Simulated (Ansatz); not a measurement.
**SnSe: relaxation and properties**

The task, for SnSe: relax cell and atoms and fit an equation of state.

Computed with Ansatz 0.2.0 (DFT PBE, scalar-relativistic, plane waves, PAW, unless a step's input says otherwise).

## 1. The starting structure

The structure is cubic, space group Pm-3m (No. 221). Conventional cell: a = 3.182 Å, b = 3.182 Å, c = 3.182 Å, α = 90.00°, β = 90.00°, γ = 90.00°. Sn (site symmetry m-3m) has 8 Se at 2.76 Å as nearest neighbours. Around Se (site symmetry m-3m) lie 8 Sn at 2.76 Å.

Coordinates:

```
CELL_PARAMETERS angstrom
3.18210 0.00000 0.00000
0.00000 3.18210 0.00000
0.00000 0.00000 3.18210
ATOMIC_POSITIONS crystal
Sn 0.50000 0.50000 0.50000
Se 0.00000 0.00000 0.00000
```

(A quick probe on a coarse mesh, which set the mesh and smearing, is not shown.)

## 3. Coarse relaxation

File input.yaml:

```yaml
crystal:
  lattice:
    - [3.1821, 0.0, 0.0]
    - [0.0, 3.1821, 0.0]
    - [0.0, 0.0, 3.1821]
  atoms:
    - { symbol: Sn, position: [0.5, 0.5, 0.5] }
    - { symbol: Se, position: [0.0, 0.0, 0.0] }
basis:
  ecutwfc: 420
kpoints:
  mp_grid: { grid: [6, 6, 6] }
hamiltonian:
  xc: pbe
scf:
  occupations: { method: gaussian, width: 0.1 }
output:
  forces: true
  stress: true
  eigenvalues: true
relax:
  adjacent_minimum: "off"
  f_tol: 0.05
  max_steps: 80
  cell: { stress_tol: 0.5 }
```

The run is started by

```console
> ansatz run input.yaml --threads 1 --pin off --max-ram 2560MiB --backend cpu --events-out ev --progress --plain --runs-dir out
```

Further runs follow: relaxing cell and atoms; point at V/V0 = 0.97; the cell scaled to 1.03 of its volume; the cell scaled to 0.94 of its volume; point at V/V0 = 1.06; the cell scaled to 0.91 of its volume; the cell scaled to 1.10 of its volume; the cell scaled to 0.88 of its volume.

Before running it: what results should come out? Wanted: relaxed cell; volume; formation energy; equilibrium volume of the fit; bulk modulus.

**Answer**, as computed:

```
                                                               quantity                                                                      value
                                                           relaxed cell  a = 3.680 Å, b = 3.680 Å, c = 3.680 Å, α = 90.00°, β = 90.00°, γ = 90.00°
                                                   space group (0.01 Å)                                                            Pm-3m (No. 221)
                                                                 volume                                                              24.91 Å³/atom
formation energy (elements from runs with the same settings, not shown)                                                              -0.18 eV/atom
                                          equilibrium volume of the fit                                                              24.90 Å³/atom
                                                           bulk modulus                                                                     50 GPa
                                                its pressure derivative                                                                        4.4
```

**Reading.** The volume changed by +55 %, so the start was far from this level's equilibrium or the structure changed its character. The fit puts the minimum at 24.90 Å³/atom with B = 50 GPa and B' = 4.4.
